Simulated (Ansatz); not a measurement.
**SnO₂: the gap under strain**

SnO₂, Pbcn, a = 4.732 Å, b = 5.743 Å, c = 5.238 Å. This isn't the usual stable structure of the compound. Ansatz: r2SCAN, PAW, 500 eV, Γ-centred 6×6×6 mesh on 12 atoms, Gaussian smearing 0.02 eV; no spin polarisation. Series: uniaxial strain along c, with a, b and atoms relaxed; x is the strain in per cent. The gap is sought over the whole zone.

| x (%) | gap y (eV) |
| --- | --- |
| -2.0 | ? |
| -1.0 | 2.122 |
| 0.0 | 2.069 |
| 1.0 | 1.994 |
| 2.0 | 1.915 |

Problem. Fit y = E0 + c1 x + c2 x² to the other rows, give the deformation potential for this strain, and predict the missing gap.

Solution. Least squares on the rows shown. y = 2.0663 − 0.063100 x − 0.0065000 x². The deformation potential is 100 c1 = -6.31 eV per unit strain. At x = -2.0 the fit asked for gives 2.167 eV. The run gave 2.148 eV, so the fit is 0.019 eV too high, 8.2 % of the span of the series, against an rms of 0.002 eV on the fitted rows. The row lies outside the fitted range. With a term in x³ added, a fit to the same known rows (none to spare) predicts 2.135 eV, a smaller miss on the other side. The records add, with no proof that it causes the miss: this run shares the points of its band edges only with the row at -1.0 %; in the others an edge lies at another point of the zone, so the fit mostly follows another valley.

Semilocal functionals give gaps under the measured ones; changes of the gap mostly carry over better.

Cost: 5 runs of about 49 core-minutes in all, on Intel Xeon Processor @ 2.50GHz (Skylake/Cascade Lake) (shared hosts).